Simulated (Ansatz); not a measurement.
The parent structure is ZnTe in the zinc blende structure (space group F-43m, No. 216; a = 6.113 Å). Axes: x, y, z lie along the cube axes.

Level of theory: Ansatz (a first-principles code) r2SCAN, spin-orbit coupling left out.

Now apply this change: tensor shear ε_yz = −3.68 % (engineering shear γ = -0.0736); the atoms relax in the strained cell.

### Question
Predict the stress tensor and what it implies for the stiffness.

### Answer
Stress of the strained cell less that of the base (GPa, compression positive):
```
  -0.04    0.00    0.00
   0.00    0.14    2.50
   0.00    2.50    0.14
```

Then −Δσ/γ with γ = 2ε = -0.0736 gives secant stiffness values (nonlinear terms included at this strain): C44 ≈ 34 GPa.

As a check, the harmonic strain energy −½ V₀ Δσ:ε is 16 meV/atom; the computed energy rise is 16 meV/atom.

Whether these cells are dynamically stable was not tested.
